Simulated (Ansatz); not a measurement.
Run on Ni (diamond type): DFT, PBE, all-electron PAW with datasets made for the crystal, scalar-relativistic (Ansatz 0.2.0). This run: volume at 0.4 of the series' base cell.

The cell comes from a relaxation on PAW files under the same functional, begun from a prototype that needn't be the stable phase.

Command: `ansatz run input.yaml --threads 1 --pin off --max-ram 3072MiB --backend cpu --events-out ev --progress --plain --runs-dir out` It took 56 s on 1 thread of Intel(R) Xeon(R) 6975P-C (Granite Rapids), with other jobs on the host, peak memory 1.1 GiB.

```yaml
crystal:
  lattice:
    - [0.0, 1.8807866981, 1.8807866981]
    - [1.8807866981, 0.0, 1.8807866981]
    - [1.8807866981, 1.8807866981, 0.0]
  atoms:
    - { symbol: Ni, position: [-0.125, -0.125, -0.125], spin: 1.0 }
    - { symbol: Ni, position: [0.125, 0.125, 0.125], spin: 1.0 }
magnetization:
  spin_polarized: true
kpoints:
  mp_grid: { grid: [14, 14, 14] }
scf:
  occupations: { method: fermi_dirac, width: 0.1 }
hamiltonian:
  xc: pbe
  pseudopotentials: { kind: all_electron, datasets: crystal }
output:
  forces: true
  stress: true
  eigenvalues: true
```

Output:

```
hamiltonian.pseudopotentials.datasets: crystal makes datasets for this crystal and solves the spheres of its atoms anew in each pass: cutoff 920.0 eV, the density's 3680.0 eV; for an error of 0.50 meV an atom under PBE, 1.0 meV for the cell; an energy difference from a run of another recipe may be off by several times the error for the cell, under r2SCAN by more, where some 0.1 meV an atom stays at smaller errors; Ni in spheres of 0.810 Å, 18 of its electrons in bands
Engine: ansatz 0.2.0
Pseudopotentials: kind: all_electron
Pseudopotential: Ni, paw, valence charge 18, recommended cutoff 920 eV (normal), crystal/all_electron/pbe/scalar/gaussian/Ni, Koelling and Harmon's equation, gaussian nucleus
Functional definition: PBE
  parameter kappa = 0.804
  parameter beta = 0.06672455060314922
  exchange = pbe_x(kappa = kappa, mu = beta*pi^2/3)
  correlation = pbe_c(beta = beta)
a search for the magnetic state begins, with frozen cores and fixed partial waves. It gives no result and prints no iterations
the search for the magnetic state of this step took 12 SCF iterations with frozen cores. It stayed in its first state, in which the spheres begin
Crystal: 2 atoms, lattice volume = 13.306 Å³
Basis set: ecut = 920 eV, 869 PW (Γ), exchange–correlation on 54×54×54 points (8 copies of the dense FFT grid, shifted against one another)
Bands: 23, of which v1, the nominal top of the filled ones, is band 18 counted from 1 (17 counted from 0)
Symmetry: 48 space group operations
Space group: Fd-3m (ITA 227), of the structure as read, at distance tolerance 2.4e-5 Å
Magnetic group: BNS 227.128 (UNI 1630), of the structure as read, at distance tolerance 2.4e-5 Å
k-points: 104 of 2744
Non-local potential: Ni, projectors of the file, l = 0: 2, l = 1: 2, l = 2: 2
PAW form: soft (Blöchl's): semilocal exchange-correlation on the pseudo side does not see the compensation charge
PAW one-centre angular grid: Ni, 590 points (default); XC on its mesh's 1757 points in the sphere
Initial density: read from a saved state, or passed on in memory by an earlier SCF of this step, an earlier step, the calling program or the single point that the run made first
Starting moments: Σ|m| = 2 μB on 2 of 2 sites; this step starts from the density that it was given
Initial wavefunctions: pseudopotential atomic-orbital guess
Functional: x = pbe(κ = 0.804, μ = 0.2195149727645171), c = pbe(β = 0.06672455060314922)
iter 1 solved again at ethr=1.05e-6 eV; its pass at ethr=1.00e-1 eV (dr2=3.79e-4 eV) is discarded
SCF iter   1: F=—  HF=-82744.862910 eV  |F-HF|=—  |Δ(HF+E_count)|=         —  Δρ=3.71e-3 (↑3.71e-3 ↓3.71e-3)  dr2=6.16e-4  dr2_m=1.53e-13  M=-0.000 μB ∫|m|=0.000 μB  β_m=0.30  ethr=1.05e-6  ⟨swp⟩=6.9  Hψ=34674  notcnv=0
preconditioner: auto → none  [metal: Δε(μ)=0.016 eV  Ē_g=15.694 eV  σ=0.100 eV  W_gap=0.04  n_scr=8 (ndim 8)  ℏωp=45.5 eV  f_vac=0.000  D(μ)=2.77/eV (n_scr^D=58)]
SCF iter   2: F=—  HF=-82744.862652 eV  |F-HF|=—  |Δ(HF+E_count)|=   2.58e-4  Δρ=3.35e-3 (↑3.35e-3 ↓3.35e-3)  dr2=1.16e-3  dr2_m=1.24e-13  M=-0.000 μB ∫|m|=0.000 μB  β_m=0.62  ethr=1.05e-6  ⟨swp⟩=3.0  Hψ=12628  notcnv=0
SCF iter   3: F=—  HF=-82744.869741 eV  |F-HF|=—  |Δ(HF+E_count)|=   7.09e-3  Δρ=9.12e-3 (↑9.12e-3 ↓9.12e-3)  dr2=2.16e-2  dr2_m=1.02e-13  M=-0.000 μB ∫|m|=0.000 μB  β_m=0.46  ethr=1.05e-6  ⟨swp⟩=3.6  Hψ=12982  notcnv=0
iter 4 solved again at ethr=2.27e-8 eV; its pass at ethr=1.05e-6 eV (dr2=8.16e-6 eV) is discarded
SCF iter   4: F=—  HF=-82744.864387 eV  |F-HF|=—  |Δ(HF+E_count)|=   5.35e-3  Δρ=1.90e-4 (↑1.90e-4 ↓1.90e-4)  dr2=7.90e-6  dr2_m=7.60e-14  M=-0.000 μB ∫|m|=0.000 μB  β_m=0.46  ethr=2.27e-8  ⟨swp⟩=3.0  Hψ=24506  notcnv=0
SCF iter   5: F=—  HF=-82744.864386 eV  |F-HF|=—  |Δ(HF+E_count)|=   8.05e-7  Δρ=9.56e-5 (↑9.56e-5 ↓9.56e-5)  dr2=1.49e-6  dr2_m=6.71e-14  M=-0.000 μB ∫|m|=0.000 μB  β_m=0.70  ethr=2.19e-8  ⟨swp⟩=2.0  Hψ=8704  notcnv=0
SCF iter   6: F=-82744.864386 eV  HF=-82744.864386 eV  |F-HF|=6.84e-10  |Δ(HF+E_count)|=   1.12e-7  Δρ=5.89e-6 (↑5.89e-6 ↓5.89e-6)  dr2=2.82e-9  dr2_m=4.84e-14  M=-0.000 μB ∫|m|=0.000 μB  ethr=4.13e-9  ⟨swp⟩=2.3  Hψ=8772  notcnv=0
SCF 1 converged in 6 iterations: F = -82744.864388 eV  dr2 = 2.82e-9
  Residual-converged pass: ⟨swp⟩=3.0  Hψ=12212  notcnv=0  max |occ|·‖R‖ = 4.9e-6 eV (tolerance 5.3e-6 eV)  dr2=2.66e-9  dr2_m=4.78e-14  dr2_onsite=1.82e-8  max |Δocc| = 4.7e-11
  greatest PAW one-centre occupation: 0.991 electrons in one spin orbital (limit 2), on the Ni atom at site 1 (counted from 0), in its partial waves of l = 0
WARN: the starting moments were not kept: the SCF closed with an absolute magnetisation of 1.1e-6 μB, where they sum to 2 μB in size (2 sites). That is at most 0.1 of that sum. Measured as dr2_m measures the in/out step, that magnetisation stands 2.1e-12 eV from none, at or under the dr2_threshold of 6.2e-8 eV: it is no larger than a step whose dr2_m would equal this threshold. The system may hold no moment; this SCF shows only that its start led to no more than that. This SCF took its magnetisation from a saved state (the deck's checkpoint.read, a session's seed or a resume), or from the single point or search that the run made first, and not from the starting moments. Where the run's atoms have moved since that state, how it is taken is a key of its own (checkpoint.density_extrapolation: follow_atoms, where typed, takes the whole of its magnetisation to them with its atoms, but for some exceptions; the density_extrapolation keyword of a session's seed is the same key). To be rid of a resumed run's state, run its deck in a fresh run directory. To be rid of the state of a single point that the run made first, give starting moments in the input or, where a deck that gives them still makes one, type scf.lower_state_search: off. To try another start, run it without that state. A second SCF, from the converged charge density, with the starting moments and any scf.initial_density.shell_occupations laid on it anew, would have followed, and was not run: the deck does not ask for one (magnetization.retry_lost_moments is false, the default). To let it run, set magnetization.retry_lost_moments: true and run the deck again, where that key's refused combinations let it; where memory then withholds it, that run's warning says so.
SCF converged after 6 iterations
Magnetization: -0.0000 μB (18.0000 up, 18.0000 down)
Absolute magnetization: 0.0000 μB (∫|ρ↑−ρ↓|)
Spin contamination: 0.0032 ħ² per cell (⟨S²⟩ above its minimum at these occupations)
Per-site moments (μB) at R_I (Å): [(-5.521101925513857e-7, 0.671883737107462), (-5.521101926353428e-7, 0.671883737107462)]
Free energy (F): -82744.864388 eV
Harris-Foulkes:  -82744.864388 eV  (|F-HF|=6.84e-10)
Internal energy: -82744.772952 eV  (E = F + TS)
E sigma→0 (E₀):  -82744.818670 eV
Entropy (-TS):   -0.091436 eV (-45.718 meV/atom)
Past the cutoff: the bands carry plane waves up to 1.75 times it, of which those up to 1.5 times it add -0.000188 eV an atom, each by itself; the spheres take 0.000136 eV an atom off the energy for waves past 1.75 times it
By the cutoff:   a pressure is off by up to 0.008 GPa (1.2 times the spheres' own share and the shells' term, over an atom's volume, and 0.004 GPa: a bound that held against runs at twice the plane waves)
Past the cutoffs: a stress includes 0.0028 GPa for waves and charges beyond them, in addition to the slope of what the spheres take
In the spheres:  the bands' charges fall short by 1.3e-7 e at most (sound up to 1e-3)
Fermi energy:    34.000932 eV
--- Per-component energies (eV) ---
  E_band       = -124.359809
  E_kinetic    = 1666.311809
  E_local      = -6081.880181  (includes V_loc(G=0)·N_el)
  E_nonlocal   = 224.035119
  E_hartree    = 2807.689918
  E_xc         = -393.186151
  E_vxc        = -513.503956  (∫ρ·V_xc dr)
  E_paw        = -82943.022513  (= ΣΔE_a)
  E_vpaw       = -9691.232328  (= ΣTr[D̂ρ^β])
  E_ewald      = -6681.253708
  E_smearing   = -0.091436  (= −TS)
  E_closure    = 8656.532754  (closes the sum)
  Σ components = -82744.864388   (vs F -82744.864388, Δ=0.00e0)
  The terms above E_closure are by the made datasets' own strengths, without shells solved beside the bands.
--- Forces (eV/Å), atoms counted from 1 ---
  atom   1  Ni     0.00000000    -0.00000000    -0.00000000
  atom   2  Ni    -0.00000000    -0.00000000     0.00000000
  max |Σ_I F_I| component: 1.85e-17 eV/Å
--- Stress (GPa, compression-positive) ---
      690.193814       0.000000       0.000000
        0.000000     690.193814       0.000000
        0.000000      -0.000000     690.193814
  P = ⅓ Tr σ = 690.1938 GPa (6901.938 kbar)
--- Band table (eV; the first three rows and the last of 208) ---
  k-point 0 ↑: bands = ["-73.5982", "-71.1080", "-34.1919", "-34.1919", "-34.1919", "-31.7187", "-31.7187", "-31.7187", "20.7539", "24.7758", "24.7758", "26.2910", "26.2910", "26.2910", "30.4412", "30.4412", "30.4412", "33.9515", "33.9515", "53.8756"]
  k-point 1 ↑: bands = ["-73.5761", "-71.1329", "-34.2108", "-34.2108", "-34.1946", "-31.7154", "-31.6986", "-31.6986", "20.9360", "24.6888", "24.6888", "26.2963", "26.4366", "26.4366", "30.3161", "30.4102", "30.4102", "33.9506", "33.9506", "51.3543"]
  k-point 2 ↑: bands = ["-73.5117", "-71.2051", "-34.2622", "-34.2622", "-34.2031", "-31.7048", "-31.6436", "-31.6436", "21.4558", "24.5366", "24.5366", "26.3436", "26.7244", "26.7244", "29.9535", "30.3623", "30.3623", "33.9395", "33.9395", "48.5140"]
  k-point 103 ↓: bands = ["-72.3901", "-72.3901", "-34.8916", "-34.8916", "-32.9167", "-32.9167", "-31.0081", "-31.0081", "22.8568", "22.8568", "26.9952", "26.9952", "28.4362", "28.4362", "29.7601", "29.7601", "34.3008", "34.3008", "37.5454", "37.5454"]
```

The start moments died away, and the runs ended non-magnetic.
